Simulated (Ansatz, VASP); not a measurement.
## C in VASP and in Ansatz

INCAR

```
SYSTEM = C
PREC = Accurate
ENCUT = 520
EDIFF = 1E-6
ISMEAR = -1
SIGMA = 0.02
LREAL = .False.
LASPH = .True.
NELM = 80
ALGO = Normal
ISIF = 2
LWAVE = .False.
LCHARG = .False.
LDIPOL = .True.
IDIPOL = 3
DIPOL = 0.5 0.5 0.500
GGA = PS
NBANDS = 21
```

The input KPOINTS:

```
regular mesh
0
Gamma
  12 12 1
  0 0 0
```

Contents of POSCAR:

```
C
1.0
    2.5129241670      0.0000000000      0.0000000000
    0.0000000000      2.5129241670      0.0000000000
    0.0000000000      0.0000000000     13.2833000000
C
6
Direct
    0.7500000000      0.0000000000      0.3387715126
    0.2500000000      0.0000000000      0.3970774900
    0.2500000000      0.5000000000      0.4677131845
    0.7500000000      0.5000000000      0.5322868168
    0.7500000000      0.0000000000      0.6029225097
    0.2500000000      0.0000000000      0.6612284874
```

Input for Ansatz:

```yaml
crystal:
  lattice:
    - [2.512924167, 0.0, 0.0]
    - [0.0, 2.512924167, 0.0]
    - [0.0, 0.0, 13.2833]
  atoms:
    - { symbol: C, position: [0.75, 0.0, 0.3387715126] }
    - { symbol: C, position: [0.25, 0.0, 0.39707749] }
    - { symbol: C, position: [0.25, 0.5, 0.4677131845] }
    - { symbol: C, position: [0.75, 0.5, 0.5322868168] }
    - { symbol: C, position: [0.75, 0.0, 0.6029225097] }
    - { symbol: C, position: [0.25, 0.0, 0.6612284874] }
kpoints:
  mp_grid: { grid: [12, 12, 1] }
scf:
  occupations: { method: fermi_dirac, width: 0.02 }
hamiltonian:
  xc: pbesol
  pseudopotentials: { kind: all_electron, lapw: { basis_error: 0.001 } }
output:
  forces: true
  stress: true
  eigenvalues: true
efield:
  axis: 3
  amplitude: 0
  dipole_correction: true
```

Alike in both runs: task single point; functional PBEsol; k mesh 12 × 12 × 1; occupations fermi-dirac, width 0.02 eV; no spin polarisation.

|  | VASP | Ansatz |
| --- | --- | --- |
| version | VASP 6.6.1 | Ansatz 0.2.0 |
| potentials or method | VASP PAW PBE potentials, release 64 (C) | all-electron LAPW, scalar-relativistic |
| plane-wave cutoff (eV) | 520 | see its input |

```csv
,VASP,Ansatz,Ansatz less VASP
rms of the force components (eV/Å),0.021,0.001,-0.0195
```

Atom by atom the forces differ by 0.019 eV/Å (rms over components). Ansatz ran all-electron here, so the differences hold the error of VASP's frozen core and of both bases. Ansatz warned: «vacuum_density_over_bound».

Caveats: the PAW data sets were made with another functional, which shifts forces and pressure a little (VASP).
